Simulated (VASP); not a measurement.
Write the native input for VASP 6.6.1 that does the following.

```yaml
Task: relaxation of cell and atoms
Functional: RPBE
Dispersion: D3(BJ)
Potentials_or_basis: VASP PAW PBE potentials, release 64 (Pb_d, Te)
Cutoff: 600 eV
k_mesh: 7 × 7 × 7
Occupations: fermi-dirac, width 0.05 eV
Spin: no spin polarisation
Further_INCAR_settings: ALGO = Normal; EDIFF = 1e-07; IBRION = 2; EDIFFG = -0.005; NSW = 60; ISIF = 3
```

The structure of TePb lies in POSCAR:

```
TePb
1.0
    0.0000000000      3.2310000000      3.2310000000
    3.2310000000      0.0000000000      3.2310000000
    3.2310000000      3.2310000000      0.0000000000
Pb Te
1 1
Direct
    0.0000000000      0.0000000000      0.0000000000
    0.5000000000      0.5000000000      0.5000000000
```

The input as run:

INCAR

```
SYSTEM = TePb
PREC = Accurate
ENCUT = 600
EDIFF = 1E-7
ISMEAR = -1
SIGMA = 0.05
LREAL = .FALSE.
LASPH = .TRUE.
NELM = 80
ALGO = Normal
ISIF = 3
LWAVE = .FALSE.
LCHARG = .FALSE.
GGA = RP
IVDW = 12
IBRION = 2
NSW = 60
EDIFFG = -0.005
```

KPOINTS

```
regular mesh
0
G
  7 7 7
  0 0 0
```

Potentials or basis: VASP PAW PBE potentials, release 64 (Pb_d, Te).

Command:

```sh
$ cat potpaw_PBE.64/Pb_d/POTCAR potpaw_PBE.64/Te/POTCAR > POTCAR
$ mpirun -np 1 vasp_std > vasp.out
```

It gave:

- Relaxed volume: 26.96 Å³/atom
- Relaxed cell: a = 4.241 Å, b = 4.241 Å, c = 4.241 Å, α = 60.00°, β = 60.00°, γ = 60.00°
- Space group after relaxing (to 0.05 Å): Fm-3m (No. 225)
- Energy gained by relaxing: 272.8 meV/atom
- Ionic steps: 6
- Pressure after relaxing: 0.0 GPa
- Dispersion energy per atom: -2.643 eV

Caveat: the volume moved by over 15 % at a fixed basis, so the end points are rough; the PAW data sets were made with another functional, which shifts forces and pressure a little.

Wall time 100 s on 1 thread of Intel(R) Xeon(R) Platinum 8488C (Sapphire Rapids), with other jobs on the host, peak memory 0.26 GiB.
